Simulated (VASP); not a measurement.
# A VASP 6.6.1 single-point calculation on CaO

INCAR

```
PREC = Accurate
LREAL = .FALSE.
EDIFF = 1E-7
NELM = 120
GGA = PE
ISPIN = 2
ENCUT = 520
NBANDS = 15
SIGMA = 0.02
NSW = 0
ISMEAR = -1
MAGMOM = 3 -3
IBRION = -1
ALGO = Conjugate
LASPH = .TRUE.
LCHARG = .FALSE.
LWAVE = .FALSE.
ISIF = 2
```

KPOINTS

```
KPOINTS created by Atomic Simulation Environment
0
Gamma
10 10 10
0 0 0
```

POSCAR

```
Ca O
 1.0000000000000000
     0.0000000000000000    2.3975501135538488    2.3975501135538488
     2.3975501135538488    0.0000000000000000    2.3975501135538488
     2.3975501135538488    2.3975501135538488    0.0000000000000000
 Ca  O
   1   1
Cartesian
  0.0000000000000000 -0.0000000000000000 -0.0000000000000000
  2.3975501135538488  2.3975501135538488  2.3975501135538488
```

The recommended PBE PAW datasets give the neutral cell 16 valence electrons.

Command

```
mpirun -np 1 vasp_std
```

Q: Predict the outcome of this run.

A: It converged. Results: pressure 3.1 GPa; magnetic moment of the cell 0.00 μB.

OSZICAR

```
N       E                     dE             d eps       ncg     rms           ort
DAV:   1     0.128561264599E+03    0.12856E+03   -0.96983E+03   705   0.116E+03
DAV:   2    -0.456400066690E+01   -0.13313E+03   -0.12377E+03   705   0.291E+02
DAV:   3    -0.969071907070E+01   -0.51267E+01   -0.50936E+01   705   0.587E+01
DAV:   4    -0.981997197323E+01   -0.12925E+00   -0.12919E+00   705   0.833E+00
DAV:   5    -0.982129053049E+01   -0.13186E-02   -0.13185E-02   705   0.785E-01
SDA:   6    -0.967901251213E+01    0.14228E+00   -0.13185E-02   705   0.134E+02   0.000E+00
CGA:   7    -0.122159148159E+02   -0.25369E+01   -0.25288E+01   705   0.731E+00  -0.268E+00
CGA:   8    -0.125626364149E+02   -0.34672E+00   -0.35314E+00   705   0.512E+00  -0.295E-01
CGA:   9    -0.127163827354E+02   -0.15375E+00   -0.15783E+00   705   0.167E+00  -0.371E-01
CGA:  10    -0.127749740784E+02   -0.58591E-01   -0.58300E-01   705   0.471E-01   0.186E-02
CGA:  11    -0.127910314886E+02   -0.16057E-01   -0.15996E-01   705   0.164E-01   0.605E-03
CGA:  12    -0.127963504503E+02   -0.53190E-02   -0.53210E-02   705   0.310E-02  -0.422E-04
CGA:  13    -0.127973474236E+02   -0.99697E-03   -0.99712E-03   705   0.636E-03  -0.516E-05
CGA:  14    -0.127975643021E+02   -0.21688E-03   -0.21612E-03   705   0.203E-03   0.110E-04
CGA:  15    -0.127976653874E+02   -0.10109E-03   -0.10192E-03   705   0.797E-04  -0.385E-05
CGA:  16    -0.127976944454E+02   -0.29058E-04   -0.29195E-04   705   0.276E-04  -0.187E-05
CGA:  17    -0.127977034115E+02   -0.89661E-05   -0.89459E-05   705   0.559E-05   0.829E-06
CGA:  18    -0.127977055067E+02   -0.20952E-05   -0.20562E-05   705   0.198E-05   0.821E-06
CGA:  19    -0.127977064634E+02   -0.95666E-06   -0.97032E-06   705   0.751E-06  -0.121E-06
SDA:  20    -0.127977067585E+02   -0.29514E-06   -0.33060E-06   705   0.322E-06  -0.248E-06
SDA:  21    -0.127977067962E+02   -0.37653E-07   -0.58808E-07   705   0.814E-07   0.134E-06
   1 F= -.12797707E+02 E0= -.12797707E+02  d E =-.278201E-10  mag=     0.0000
```

Standard output (part)

```
POSCAR found type information on POSCAR CaO
 POSCAR found :  2 types and       2 ions
 LDA part: xc-table for (Slater+PW92), standard interpolation
 POSCAR, INCAR and KPOINTS ok, starting setup
 WAVECAR not read
 entering main loop
 gam= 0.000 g(H,U,f)=  0.793E+01 0.550E+01 0.120E-09 ort(H,U,f) = 0.000E+00 0.000E+00 0.000E+00
 gam= 0.000 trial= 0.400  step=  0.3765 mean=  0.4000
 gam= 0.054 g(H,U,f)=  0.431E+00 0.299E+00 0.181E-16 ort(H,U,f) =-0.117E+01 0.905E+00-0.299E-13
 gam= 0.054 trial= 0.398  step=  0.9864 mean=  0.3977
 gam= 0.701 g(H,U,f)=  0.406E+00 0.106E+00 0.272E-11 ort(H,U,f) =-0.225E+00 0.195E+00-0.157E-11
 gam= 0.701 trial= 0.457  step=  0.6421 mean=  0.4565
 gam= 0.325 g(H,U,f)=  0.966E-01 0.700E-01 0.468E-14 ort(H,U,f) =-0.628E-01 0.257E-01 0.388E-14
 gam= 0.325 trial= 0.475  step=  0.7546 mean=  0.4751
 gam= 0.283 g(H,U,f)=  0.315E-01 0.156E-01 0.250E-13 ort(H,U,f) =-0.186E-01 0.204E-01 0.650E-13
 gam= 0.283 trial= 0.503  step=  0.6711 mean=  0.5030
 gam= 0.349 g(H,U,f)=  0.149E-01 0.154E-02 0.153E-11 ort(H,U,f) =-0.392E-02 0.452E-02 0.422E-12
 gam= 0.349 trial= 0.520  step=  0.6390 mean=  0.5198
 gam= 0.188 g(H,U,f)=  0.262E-02 0.471E-03 0.638E-13 ort(H,U,f) =-0.804E-03 0.762E-03 0.115E-12
 gam= 0.188 trial= 0.532  step=  0.6459 mean=  0.5318
 gam= 0.205 g(H,U,f)=  0.411E-03 0.225E-03 0.513E-15 ort(H,U,f) = 0.526E-04-0.577E-04 0.265E-14
 gam= 0.205 trial= 0.543  step=  0.6811 mean=  0.5432
...
```

For comparison, a separate PBE run of the intended cell, on usual settings and not on those above, gives a gap of 3.63 eV on its mesh and a pressure of 3.1 GPa.
